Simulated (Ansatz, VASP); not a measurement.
## Pb in VASP and in Ansatz

```
Pb
1.0
     3.38837    0.00000    0.00000
    -1.69418    2.93441    0.00000
     0.00000    0.00000    3.22233
Pb
1
Direct
  0.00000 0.00000 0.00000
```

Alike in both runs: functional r2SCAN; k mesh 18 × 18 × 18; occupations gaussian, width 0.1 eV; no spin polarisation.

Ansatz relaxed the structure, and its values are those at the end. VASP's run is a single point on that final structure, the one shown.

|  | VASP | Ansatz |
| --- | --- | --- |
| version | VASP 6.6.1 | Ansatz 0.2.0 |
| potentials or method | VASP PAW PBE potentials, release 64 (Pb_d) | scalar-relativistic, plane waves, PAW |
| plane-wave cutoff (eV) | 520 | 500 |
| valence electrons in the cell | 14 | 14 |

```csv
,VASP,Ansatz,Ansatz less VASP
gap on the k mesh at the Fermi level (eV),none,none,-
pressure (GPa),0.0,0.0,0.00
```

A gap of «none» marks a metal or a gap that the smearing closes.

Caveats: the PAW data sets were made with another functional, which shifts forces and pressure a little (VASP). The runs have no spin-orbit coupling, so splittings on Pb are missing.
